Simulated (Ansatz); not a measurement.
# Te2Mo (P6_3/mmc) in Ansatz: a series of runs

The runs below take Te2Mo through band structure, with LDA, r2SCAN, PBE.

Everything below comes from runs of Ansatz 0.2.0. Logs are shortened: lines on timing, memory, paths and dates and some standing lists are left out, and cuts for length are marked.

**What was measured.**

From “Broadband infrared study of pressure-tunable Fano resonance and metallization transition in 2H-MoTe2”, 2022, pmc:9569381, for a bulk crystal of Te2Mo at 300 K: band gap 0.88 ± 0.05 eV (indirect).

How close the calculation comes is told below.

## 1. The crystal as given

Symmetry: P6_3/mmc, No. 194, hexagonal system. Conventional cell: a = 3.518 Å, b = 3.518 Å, c = 13.974 Å, α = 90.00°, β = 90.00°, γ = 120.00°. Around Te (site symmetry 3m) lie 3 Mo at 2.72 Å. Around Mo (site symmetry -6m2) lie 6 Te at 2.72 Å.

## 2. Band structure, LDA

The input, input.yaml:

```yaml
crystal:
  lattice:
    - [3.5182, 0.0, 0.0]
    - [-1.7591, 3.0468505756, 0.0]
    - [0.0, 0.0, 13.9736]
  atoms:
    - { symbol: Te, position: [0.6666666667, 0.3333333333, 0.379] }
    - { symbol: Te, position: [0.3333333333, 0.6666666667, 0.879] }
    - { symbol: Te, position: [0.6666666667, 0.3333333333, 0.121] }
    - { symbol: Te, position: [0.3333333333, 0.6666666667, 0.621] }
    - { symbol: Mo, position: [0.6666666667, 0.3333333333, 0.75] }
    - { symbol: Mo, position: [0.3333333333, 0.6666666667, 0.25] }
hamiltonian:
  xc: lda
  pseudopotentials: { kind: paw }
kpoints:
  mp_grid: { grid: [9, 9, 2] }
  band_path:
    path:
      - [[0.0, 0.0, 0.0], [0.5, 0.0, 0.0], [0.3333333333, 0.3333333333, 0.0], [0.0, 0.0, 0.0], [0.0, 0.0, 0.5], [0.5, 0.0, 0.5], [0.3333333333, 0.3333333333, 0.5], [0.0, 0.0, 0.5]]
      - [[0.5, 0.0, 0.5], [0.5, 0.0, 0.0]]
      - [[0.3333333333, 0.3333333333, 0.0], [0.3333333333, 0.3333333333, 0.5]]
    npoints: 14
scf:
  occupations: { method: fermi_dirac, width: 0.05 }
  n_extra_bands: 15
output:
  forces: true
  stress: true
  eigenvalues: true
  fatbands: true
```

Potentials or basis: Ansatz PAW.

Started as:

```bash
$ ansatz run input.yaml --threads 2 --pin off --max-ram 5632MiB --backend cpu --events-out ev --progress --plain --runs-dir out
```

Standard output:

```text
Warning: RAYON_NUM_THREADS=2 ignored (pool sized by the plan → 2); use --threads N
scf.n_extra_bands = 15 over 46 filled bands (N_el = 92.0): the run solves 61 bands
Engine: ansatz 0.2.0, x86_64-unknown-linux-gnu
Pseudopotentials: kind: paw
Pseudopotential: Te, paw, valence charge 16, recommended cutoff 420 eV (normal), Te.paw.azcp
Pseudopotential: Mo, paw, valence charge 14, recommended cutoff 420 eV (normal), Mo.paw.azcp
Functional definition: SPW92
  exchange = slater_x
  correlation = pw_c
Crystal: 6 atoms, lattice volume = 149.789 Å³
Basis set: ecut = 420 eV, 2909 PW (Γ)
Bands: 61, of which v1, the nominal top of the filled ones, is band 46 counted from 1 (45 counted from 0)
Symmetry: 24 space group operations
Space group: P63/mmc (ITA 194), of the structure as read, at distance tolerance 5.3e-5 Å
k-points: 24 of 162
Non-local potential: Te, projectors of the file, l = 0: 2, l = 1: 2, l = 2: 2, l = 3: 2
Non-local potential: Mo, projectors of the file, l = 0: 3, l = 1: 2, l = 2: 2, l = 3: 1
PAW form: soft (Blöchl's): semilocal exchange-correlation on the pseudo side does not see the compensation charge
PAW frozen core: Te, regenerated for the run's functional, and the local potential with it (the file was generated under x = pbe(κ = 0.804, μ = 0.2195149727645171), c = pbe(β = 0.06672455060314922))
PAW frozen core: Mo, regenerated for the run's functional, and the local potential with it (the file was generated under x = pbe(κ = 0.804, μ = 0.2195149727645171), c = pbe(β = 0.06672455060314922))
PAW one-centre angular grid: Te, 590 points (default); XC on 64 Gauss nodes
PAW one-centre angular grid: Mo, 590 points (default); XC on 64 Gauss nodes
Initial density: superposition of atomic densities (neutral atoms: chi_scale 0, normalization atom), corrected by the library's trained network
Initial wavefunctions: pseudopotential atomic-orbital guess
Functional: x = slater, c = lda
SCF iter   1: F=—  HF=-36996.215176 eV  |F-HF|=—  |Δ(HF+E_count)|=         —  Δρ=7.36e-3  dr2=6.43e-2  ethr=1.77e-3  ⟨swp⟩=6.8  Hψ=5963  notcnv=0  defer=31
preconditioner: auto → Resta (q_TF=auto, 2.515 Å⁻¹)  ε∞=5.1  [insulator: Δε(μ)=0.764 eV  Ē_g=8.982 eV  σ=0.050 eV  W_gap=1.00  n_scr=52 (ndim 8)  ℏωp=18.2 eV  f_vac=0.021  D(μ)=0.00/eV (n_scr^D=0)  ε∞_Penn≈5.1]
SCF iter   2: F=—  HF=-36996.210855 eV  |F-HF|=—  |Δ(HF+E_count)|=   4.32e-3  Δρ=4.04e-3  dr2=2.49e-2  ethr=6.99e-5  ⟨swp⟩=2.1  Hψ=2119  notcnv=0  defer=106
SCF iter   3: F=—  HF=-36996.208853 eV  |F-HF|=—  |Δ(HF+E_count)|=   2.00e-3  Δρ=2.35e-3  dr2=6.26e-3  ethr=2.71e-5  ⟨swp⟩=2.0  Hψ=1632  notcnv=0  defer=106
SCF iter   4: F=—  HF=-36996.208491 eV  |F-HF|=—  |Δ(HF+E_count)|=   3.62e-4  Δρ=8.22e-4  dr2=6.64e-4  ethr=6.80e-6  ⟨swp⟩=1.0  Hψ=1322  notcnv=0  defer=106
SCF iter   5: F=—  HF=-36996.208485 eV  |F-HF|=—  |Δ(HF+E_count)|=   6.15e-6  Δρ=1.44e-4  dr2=3.34e-5  ethr=7.22e-7  ⟨swp⟩=1.6  Hψ=1396  notcnv=0  defer=106
SCF iter   6: F=—  HF=-36996.208474 eV  |F-HF|=—  |Δ(HF+E_count)|=   1.07e-5  Δρ=1.90e-5  dr2=7.42e-7  ethr=3.63e-8  ⟨swp⟩=1.9  Hψ=1694  notcnv=0  defer=106
SCF iter   7: F=-36996.208474 eV  HF=-36996.208474 eV  |F-HF|=6.80e-9  |Δ(HF+E_count)|=   2.40e-7  Δρ=5.33e-6  dr2=5.97e-8  ethr=1.09e-10  ⟨swp⟩=11.8  Hψ=7025  notcnv=0
SCF 1 converged in 7 iterations: F = -36996.208474 eV  dr2 = 5.97e-8
NSCF: frozen V_eff on 129 k-points
SCF converged after 7 iterations
Free energy (F): -36996.208474 eV
Harris-Foulkes:  -36996.208474 eV  (|F-HF|=6.80e-9)
Internal energy: -36996.208442 eV  (E = F + TS)
E sigma→0 (E₀):  -36996.208458 eV
Entropy (-TS):   -0.000033 eV (-0.005 meV/atom)
Fermi energy:    12.519262 eV
--- Per-component energies (eV) ---
  E_band       = -1166.651564
  E_kinetic    = 1614.665453
  E_local      = -7434.690216  (includes V_loc(G=0)·N_el)
  E_nonlocal   = -920.581956
  E_hartree    = 4140.652347
  E_xc         = -862.195653
  E_vxc        = -879.370867  (∫ρ·V_xc dr)
  E_paw        = -24221.096410  (= ΣΔE_a)
  E_vpaw       = -1827.985417  (= ΣTr[D̂ρ^β])
  E_aug_tail   = -0.000669  (compensation charges beyond the density's cutoff)
  E_ewald      = -9316.621616
  E_core_change = 3.660277  (= ΣΔE_core)
  E_smearing   = -0.000033  (= −TS)
  E_closure    = -0.000000  (closes the sum)
  Σ components = -36996.208474   (vs F -36996.208474, Δ=0.00e0)
--- Forces (eV/Å), atoms counted from 1 ---
  atom   1  Te    -0.00000000    -0.00000000    -0.29342158
  atom   2  Te     0.00000000     0.00000000    -0.29342158
  atom   3  Te    -0.00000000    -0.00000000     0.29342158
  atom   4  Te    -0.00000000     0.00000000     0.29342158
  atom   5  Mo     0.00000000    -0.00000000     0.00000000
  atom   6  Mo     0.00000000     0.00000000     0.00000000
  max |Σ_I F_I| component: 5.55e-17 eV/Å
--- Stress (GPa, compression-positive) ---
       -3.050045      -0.000000       0.000000
        0.000000      -3.050045       0.000000
        0.000000       0.000000      -2.992915
  P = ⅓ Tr σ = -3.0310 GPa (-30.310 kbar)
--- Band table (eV; the first three rows and the last of 24) ---
  k-point 0: bands = ["-48.5201", "-48.5201", "-24.4131", "-24.4131", "-24.4127", "-24.4127", "-24.4004", "-24.4004", "-24.4001", "-24.4001", "-24.3507", "-24.3507", "-24.3491", "-24.3491", "-24.3399", "-24.3399", "-24.3385", "-24.3385", "-24.3311", "-24.3297", "-24.3219", "-24.3205", "-22.7405", "-22.7405", "-22.5818", "-22.5818", "-22.5818", "-22.5818", "-0.9283", "-0.6064", "-0.0803", "0.4212", "6.2733", "7.5804", "9.0362", "10.3274", "10.3274", "10.3431", "10.3431", "11.1078", "11.1104", "11.1104", "11.1460", "11.1460", "11.8476", "12.1625", "15.0403", "15.0403", "15.1719", "15.1719", "15.2598", "15.2598", "15.5113", "15.5113", "17.7440", "18.3008", "19.3572", "19.7834", "20.4726", "21.1050", "21.1050"]
  k-point 1: bands = ["-48.5201", "-48.5201", "-24.4129", "-24.4129", "-24.4129", "-24.4129", "-24.4002", "-24.4002", "-24.4002", "-24.4002", "-24.3499", "-24.3499", "-24.3499", "-24.3499", "-24.3392", "-24.3392", "-24.3392", "-24.3392", "-24.3305", "-24.3305", "-24.3212", "-24.3212", "-22.7405", "-22.7405", "-22.5818", "-22.5818", "-22.5818", "-22.5818", "-0.8053", "-0.8053", "0.2051", "0.2051", "6.7733", "6.7733", "10.1266", "10.1266", "10.3351", "10.3351", "10.3351", "10.3351", "11.1283", "11.1283", "11.1283", "11.1283", "12.0838", "12.0838", "15.0775", "15.0775", "15.0775", "15.0775", "15.4137", "15.4137", "15.4137", "15.4137", "18.1176", "18.1176", "20.0368", "20.0368", "20.0716", "20.0716", "21.3208"]
  k-point 2: bands = ["-48.5190", "-48.5190", "-24.4117", "-24.4114", "-24.4103", "-24.4099", "-24.4025", "-24.4023", "-24.3979", "-24.3976", "-24.3517", "-24.3512", "-24.3500", "-24.3499", "-24.3433", "-24.3419", "-24.3402", "-24.3387", "-24.3298", "-24.3287", "-24.3205", "-24.3192", "-22.7319", "-22.7319", "-22.5987", "-22.5987", "-22.5849", "-22.5849", "-0.7554", "-0.4362", "0.0472", "0.5320", "6.4667", "7.7633", "8.9467", "9.9397", "9.9773", "10.4635", "10.4906", "10.5373", "10.8822", "10.9303", "11.0916", "11.1520", "11.9755", "12.0618", "14.5342", "14.5399", "14.5656", "14.6618", "14.8771", "15.1225", "15.1902", "15.3635", "18.3814", "18.9808", "19.4115", "20.2871", "20.6653", "20.8409", "20.8813"]
  k-point 23: bands = ["-48.5096", "-48.5096", "-24.4195", "-24.4195", "-24.3960", "-24.3960", "-24.3882", "-24.3882", "-24.3877", "-24.3877", "-24.3691", "-24.3691", "-24.3566", "-24.3566", "-24.3450", "-24.3450", "-24.3449", "-24.3449", "-24.3233", "-24.3233", "-24.3084", "-24.3084", "-22.6991", "-22.6991", "-22.6596", "-22.6596", "-22.6545", "-22.6545", "1.5606", "1.5606", "1.7572", "1.7572", "7.3842", "7.3842", "7.5257", "7.5257", "8.1547", "8.1547", "8.5542", "8.5542", "9.4420", "9.4420", "10.1744", "10.1744", "11.9358", "11.9358", "13.1213", "13.1213", "13.7771", "13.7771", "14.5263", "14.5263", "15.7497", "15.7497", "17.1554", "17.1554", "17.9315", "17.9315", "19.4497", "19.4497", "20.9732"]
```

It took 45 s on 2 threads of Intel Xeon at 2.50GHz (Skylake/Cascade Lake), shared host; peak memory 0.79 GiB.

Results:

```
Free energy             : -36996.2085 eV
Pressure                : -3.0 GPa
Largest force           : 0.293 eV/Å
Band gap on the k mesh  : 0.76 eV, indirect (least direct gap 1.03 eV)
Band gap along the path : 0.68 eV, indirect (least direct gap 1.03 eV)
```

Forces in eV/Å, atoms in the order of the input:
```
Te   0.000  0.000 -0.293
Te   0.000  0.000 -0.293
Te   0.000  0.000  0.293
Te   0.000  0.000  0.293
Mo   0.000  0.000  0.000
Mo   0.000  0.000  0.000
```

Levels at the corners of the path, in eV from the valence-band top:
| point | band 43 | band 44 | band 45 | band 46 | band 47 | band 48 | band 49 | band 50 |
| --- | --- | --- | --- | --- | --- | --- | --- | --- |
| Γ | -1.02 | -1.02 | -0.31 | 0.00 | 2.88 | 2.88 | 3.01 | 3.01 |
| M | -1.00 | -0.95 | -0.61 | -0.31 | 1.25 | 1.31 | 1.44 | 1.77 |
| K | -1.82 | -1.82 | -0.32 | -0.08 | 0.95 | 0.95 | 1.14 | 2.17 |
| Γ | -1.02 | -1.02 | -0.31 | 0.00 | 2.88 | 2.88 | 3.01 | 3.01 |
| A | -1.03 | -1.03 | -0.08 | -0.08 | 2.92 | 2.92 | 2.92 | 2.92 |
| L | -0.96 | -0.96 | -0.46 | -0.46 | 1.28 | 1.28 | 1.62 | 1.62 |
| H | -1.99 | -1.99 | -0.23 | -0.23 | 0.96 | 0.96 | 1.61 | 1.61 |
| A | -1.03 | -1.03 | -0.08 | -0.08 | 2.92 | 2.92 | 2.92 | 2.92 |
| L | -0.96 | -0.96 | -0.46 | -0.46 | 1.28 | 1.28 | 1.62 | 1.62 |
| M | -1.00 | -0.95 | -0.61 | -0.31 | 1.25 | 1.31 | 1.44 | 1.77 |
| K | -1.82 | -1.82 | -0.32 | -0.08 | 0.95 | 0.95 | 1.14 | 2.17 |
| H | -1.99 | -1.99 | -0.23 | -0.23 | 0.96 | 0.96 | 1.61 | 1.61 |

Caveat: the k mesh misses the band edges, so the gap on the mesh is wider than the one along the path; spin-orbit coupling is left out, which moves the levels of the heavy elements; the PAW data sets come from PBE, with cores solved anew for the run's functional, which leaves a small shift of forces and pressure.

## 3. Band structure, r2SCAN

Edit input.yaml of step 2 so:

```diff
@@ -13,3 +13,3 @@
 hamiltonian:
-  xc: lda
+  xc: r2scan
   pseudopotentials: { kind: paw }
@@ -30,2 +30,2 @@
   eigenvalues: true
-  fatbands: true
+  fatbands: false
```

Potentials or basis: Ansatz PAW.

Started as:

```bash
$ ansatz run input.yaml --threads 2 --pin off --max-ram 5632MiB --backend cpu --events-out ev --progress --plain --runs-dir out
```

It took 51 s on 2 threads of Intel Xeon at 2.50GHz (Skylake/Cascade Lake), shared host; peak memory 1.1 GiB.

Results (log left out):

```
Free energy             : -37916.2259 eV
Pressure                : 2.2 GPa
Largest force           : 0.078 eV/Å
Band gap on the k mesh  : 0.89 eV, indirect (least direct gap 1.13 eV)
Band gap along the path : 0.82 eV, indirect (least direct gap 1.13 eV)
```

Forces in eV/Å, atoms in the order of the input:
```
Te   0.000  0.000 -0.078
Te   0.000  0.000 -0.078
Te   0.000  0.000  0.078
Te   0.000  0.000  0.078
Mo   0.000  0.000  0.000
Mo   0.000  0.000  0.000
```

Stress tensor (GPa, compression positive):
```
2.47 0.00 0.00
0.00 2.47 0.00
0.00 0.00 1.77
```

Levels at the corners of the path, in eV from the valence-band top:
```tsv
point	band 42	band 43	band 44	band 45	band 46	band 47	band 48	band 49	band 50	band 51
Γ	-1.10	-1.10	-1.07	-0.42	0.00	3.02	3.02	3.15	3.15	3.26
M	-1.96	-1.05	-1.00	-0.71	-0.41	1.35	1.41	1.58	1.91	2.87
K	-3.32	-1.99	-1.99	-0.30	-0.07	1.06	1.06	1.28	2.30	2.46
Γ	-1.10	-1.10	-1.07	-0.42	0.00	3.02	3.02	3.15	3.15	3.26
A	-1.12	-1.12	-1.12	-0.10	-0.10	3.06	3.06	3.06	3.06	3.42
L	-2.07	-1.01	-1.01	-0.56	-0.56	1.38	1.38	1.76	1.76	3.31
H	-2.93	-2.15	-2.15	-0.20	-0.20	1.07	1.07	1.75	1.75	2.52
A	-1.12	-1.12	-1.12	-0.10	-0.10	3.06	3.06	3.06	3.06	3.42
L	-2.07	-1.01	-1.01	-0.56	-0.56	1.38	1.38	1.76	1.76	3.31
M	-1.96	-1.05	-1.00	-0.71	-0.41	1.35	1.41	1.58	1.91	2.87
K	-3.32	-1.99	-1.99	-0.30	-0.07	1.06	1.06	1.28	2.30	2.46
H	-2.93	-2.15	-2.15	-0.20	-0.20	1.07	1.07	1.75	1.75	2.52
```

Caveat: the k mesh misses the band edges, so the gap on the mesh is wider than the one along the path; spin-orbit coupling is left out, which moves the levels of the heavy elements; the PAW data sets come from PBE, with cores solved anew for the run's functional, which leaves a small shift of forces and pressure.

## 4. Band structure, PBE

Edit input.yaml of step 3 so:

```diff
@@ -13,3 +13,3 @@
 hamiltonian:
-  xc: r2scan
+  xc: pbe
   pseudopotentials: { kind: paw }
```

Started as:

```bash
$ ansatz run input.yaml --threads 2 --pin off --max-ram 5632MiB --backend cpu --events-out ev --progress --plain --runs-dir out
```

It took 33 s on 2 threads of Intel Xeon at 2.50GHz (Skylake/Cascade Lake), shared host; peak memory 0.8 GiB.

The run converged. Its results:

- Free energy: -37833.3944 eV
- Pressure: 2.9 GPa
- Largest force: 0.175 eV/Å
- Band gap on the k mesh: 0.78 eV, indirect (least direct gap 1.04 eV)
- Band gap along the path: 0.71 eV, indirect (least direct gap 1.04 eV)

Forces in eV/Å, atoms in the order of the input:
```
Te   0.000  0.000  0.175
Te   0.000  0.000  0.175
Te   0.000  0.000 -0.175
Te   0.000  0.000 -0.175
Mo   0.000  0.000  0.000
Mo   0.000  0.000  0.000
```

Stress tensor (GPa, compression positive):
```
2.70 0.00 0.00
0.00 2.70 0.00
0.00 0.00 3.38
```

Levels at the corners of the path, in eV from the valence-band top:
| point | band 42 | band 43 | band 44 | band 45 | band 46 | band 47 | band 48 | band 49 | band 50 | band 51 |
| --- | --- | --- | --- | --- | --- | --- | --- | --- | --- | --- |
| Γ | -1.05 | -1.01 | -1.01 | -0.32 | 0.00 | 2.90 | 2.90 | 3.03 | 3.03 | 3.13 |
| M | -1.81 | -1.01 | -0.96 | -0.60 | -0.31 | 1.27 | 1.32 | 1.46 | 1.79 | 2.62 |
| K | -3.12 | -1.83 | -1.83 | -0.31 | -0.07 | 0.97 | 0.97 | 1.16 | 2.17 | 2.31 |
| Γ | -1.05 | -1.01 | -1.01 | -0.32 | 0.00 | 2.90 | 2.90 | 3.03 | 3.03 | 3.13 |
| A | -1.03 | -1.03 | -1.03 | -0.08 | -0.08 | 2.94 | 2.94 | 2.94 | 2.94 | 3.28 |
| L | -1.93 | -0.97 | -0.97 | -0.46 | -0.46 | 1.29 | 1.29 | 1.64 | 1.64 | 3.05 |
| H | -2.74 | -1.99 | -1.99 | -0.21 | -0.21 | 0.98 | 0.98 | 1.63 | 1.63 | 2.38 |
| A | -1.03 | -1.03 | -1.03 | -0.08 | -0.08 | 2.94 | 2.94 | 2.94 | 2.94 | 3.28 |
| L | -1.93 | -0.97 | -0.97 | -0.46 | -0.46 | 1.29 | 1.29 | 1.64 | 1.64 | 3.05 |
| M | -1.81 | -1.01 | -0.96 | -0.60 | -0.31 | 1.27 | 1.32 | 1.46 | 1.79 | 2.62 |
| K | -3.12 | -1.83 | -1.83 | -0.31 | -0.07 | 0.97 | 0.97 | 1.16 | 2.17 | 2.31 |
| H | -2.74 | -1.99 | -1.99 | -0.21 | -0.21 | 0.98 | 0.98 | 1.63 | 1.63 | 2.38 |

Caveat: the k mesh misses the band edges, so the gap on the mesh is wider than the one along the path; spin-orbit coupling is left out, which moves the levels of the heavy elements; this functional lacks dispersion, which binds the layers, so the pressure and a relaxed spacing across them are unreliable.

## 5. The runs side by side

| level | cutoff (eV) | gap on the mesh (eV) | pressure (GPa) | largest force (eV/Å) |
| --- | --- | --- | --- | --- |
| LDA | 420 | 0.76 | -3.0 | 0.29 |
| r2SCAN | 500 | 0.89 | 2.2 | 0.08 |
| PBE | 420 | 0.78 | 2.9 | 0.17 |

Alike in all rows: task band structure; potentials or basis Ansatz PAW; no spin polarisation; cell as given; k mesh 9 × 9 × 2; smearing fermi-dirac 0.05 eV.

On the cell as given the gap runs from 0.68 eV (LDA) to 0.82 eV (r2SCAN). The pressure there spans -3.0 GPa (LDA) to 2.9 GPa (PBE); a positive pressure means that this level wants a larger cell, a negative one a smaller.

Caveats: the k mesh misses the band edges, so the gap on the mesh is wider than the one along the path; spin-orbit coupling is left out, which moves the levels of the heavy elements; the PAW data sets come from PBE, with cores solved anew for the run's functional, which leaves a small shift of forces and pressure (some runs); this functional lacks dispersion, which binds the layers, so the pressure and a relaxed spacing across them are unreliable (some runs).

Total energies depend on the potentials used, so only differences within one code and one set of settings carry meaning.

## 6. How close it comes

Step 2. Against the measured gap of Te2Mo, 0.88 eV (indirect; 300 K; quoted in “Broadband infrared study of pressure-tunable Fano resonance and metallization transition in 2H-MoTe2”, 2022, pmc:9569381), the calculated 0.68 eV is off by -0.20 eV. Spin-orbit coupling on Mo, Te is left out. The value is that of LDA, without temperature or zero-point motion. Semilocal functionals fall short of measured gaps as a rule.

Step 3. A measured gap of Te2Mo is 0.88 eV (indirect; 300 K; quoted in “Broadband infrared study of pressure-tunable Fano resonance and metallization transition in 2H-MoTe2”, 2022, pmc:9569381); the calculated 0.82 eV misses it by -0.06 eV. Spin-orbit coupling on Mo, Te is left out. The value is that of r2SCAN, without temperature or zero-point motion.

Step 4. A measured gap of Te2Mo is 0.88 eV (indirect; 300 K; quoted in “Broadband infrared study of pressure-tunable Fano resonance and metallization transition in 2H-MoTe2”, 2022, pmc:9569381); the calculated 0.71 eV misses it by -0.17 eV. Spin-orbit coupling on Mo, Te is left out. The value is that of PBE, without temperature or zero-point motion. Semilocal functionals fall short of measured gaps as a rule.
